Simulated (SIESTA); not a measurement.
Pt:

```
Pt
1.0
     0.00000    1.96090    1.96090
     1.96090    0.00000    1.96090
     1.96090    1.96090    0.00000
Pt
1
Direct
  0.00000 0.00000 0.00000
```

Base run:

- Program: SIESTA 5.4.2
- Functional: PBE
- Potentials or basis: PseudoDojo 0.4 standard (PBE files)
- Basis: DZP (energy shift 0.002 Ry)
- Grid cutoff: 800 Ry
- Energy shift: 0.002 Ry
- k mesh: 12 × 12 × 12
- Occupations: fermi-dirac, width 0.05 eV
- Spin: no spin polarisation

Its results: band gap on the k mesh none (metal or under the smearing width); pressure 13.1 GPa.

Task: The run is repeated on the same cell with these changes: functional from PBE to AM05; potentials or basis from PseudoDojo 0.4 standard (PBE files) to PseudoDojo 0.4 standard (PBEsol files). What comes out?

Result: Band gap on the k mesh none (metal or under the smearing width); pressure 0.4 GPa.

Caveats: semicore shells carry a single zeta, which can move pressures by several GPa and volumes by a few percent; the basis of atomic orbitals isn't converged, which shifts pressures, moduli and gaps; the potentials were made for another functional, which shifts forces and pressure (some runs).

Not every run made on this cell is shown here.
